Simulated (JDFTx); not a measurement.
Ge:

```
CELL_PARAMETERS angstrom
-2.57449 2.57449 1.39741
2.57449 -2.57449 1.39741
2.57449 2.57449 -1.39741
ATOMIC_POSITIONS crystal
Ge 0.50000 0.50000 0.00000
Ge 0.25000 0.75000 0.50000
```

This isn't the form of Ge at room conditions, which is diamond.

| Item | Value |
| --- | --- |
| Program | JDFTx 1.7.0 (patched build) |
| Task | relaxation of cell and atoms |
| Functional | PBE |
| Dispersion | D2 |
| Potentials or basis | PseudoDojo-SR-PBE-0.5-standard |
| Cutoff | 1061 eV |
| Density cutoff | 8490 eV |
| k mesh | 7 × 7 × 7 |
| Occupations | fermi-dirac, width 0.05 eV |
| Spin | no spin polarisation |

At the start: pressure -0.3 GPa; volume 18.52 Å³/atom.

Q: How do energy, volume and symmetry change on relaxing?

A: Over 7 steps the energy falls by 7.2 meV/atom and the volume is 18.51 Å³/atom (-0.1 %); space group I4_1/amd (No. 141, to 0.05 Å).

The path:
| step | energy change (eV) | largest force (eV/Å) | pressure (GPa) | volume (Å³) |
| --- | --- | --- | --- | --- |
| 1 | 0.0000 | 0.0000 | -0.34 | 37.05 |
| 2 | -0.0064 | 0.0000 | -0.08 | 36.93 |
| 3 | -0.0109 | 0.0000 | 0.66 | 36.84 |
| 4 | -0.0137 | 0.0000 | -0.64 | 37.31 |
| 5 | -0.0144 | 0.0000 | 0.08 | 36.99 |
| 6 | -0.0144 | 0.0000 | 0.01 | 37.02 |
| 7 | -0.0144 | 0.0000 | 0.00 | 37.03 |

Final structure:
```
CELL_PARAMETERS angstrom
-2.54101 2.54101 1.43376
2.54101 -2.54101 1.43376
2.54101 2.54101 -1.43376
ATOMIC_POSITIONS crystal
Ge 0.50000 0.50000 0.00000
Ge 0.25000 0.75000 0.50000
```

Caveat: the k mesh is coarse (spacing up to 0.37 Å⁻¹), so the values aren't converged; pairwise dispersion overbinds metals, which lowers pressure and volume.
